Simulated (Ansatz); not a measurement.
PbSe (Clausthalite): single point with PBE

**Measured values to compare with.**

A printed reference work, monograph reports, for a bulk crystal of PbSe at 300 K: band gap 0.28 eV (direct).

The system is PbSe (Clausthalite).

```
Pb Se
1.0
     0.00000    3.06065    3.06065
     3.06065    0.00000    3.06065
     3.06065    3.06065    0.00000
Pb Se
1 1
Direct
  0.00000 0.00000 0.00000
  0.50000 0.50000 0.50000
```

```
Program             : Ansatz 0.2.0
Task                : single point
Functional          : PBE
Potentials or basis : all-electron LAPW, scalar-relativistic
Cutoff              : 188 eV (chosen from the basis error)
Basis error allowed : 0.001 eV/atom
k mesh              : 8 × 8 × 8
Occupations         : gaussian, width 0.016 eV
Spin                : no spin polarisation
```

- Pressure: 2.4 GPa
- Band gap on the k mesh: 0.28 eV, direct

Levels at points of the mesh, in eV from the valence-band top:
```tsv
k point	band 28	band 29	band 30	band 31	band 32	band 33
(0.00, 0.00, 0.00)	-1.89	-1.89	-1.89	4.71	4.71	4.71
(0.00, 0.00, -0.50)	-1.48	-1.48	0.00	0.28	1.69	1.69
(0.00, -0.50, -0.50)	-4.99	-3.24	-3.24	3.69	5.60	5.60
```

Run time: 3.3 s on 1 thread of AMD EPYC 9R45 96-Core Processor (Zen 5), on a shared host, peak memory 0.34 GiB.

Measured gap of PbSe: 0.28 eV (direct; 300 K; a printed reference work, monograph). This calculation gives 0.28 eV (0.00 eV). 2 values of this kind are on record (0.15 to 0.28 eV); this one was drawn at random. Spin-orbit coupling on Pb, Se is left out. The value is that of PBE on a finite k mesh, which can miss the band edges, without temperature or zero-point motion. Semilocal functionals fall short of measured gaps as a rule.

Caveat: spin-orbit coupling is left out, which as a rule narrows the gap of such compounds by several tenths of an eV.
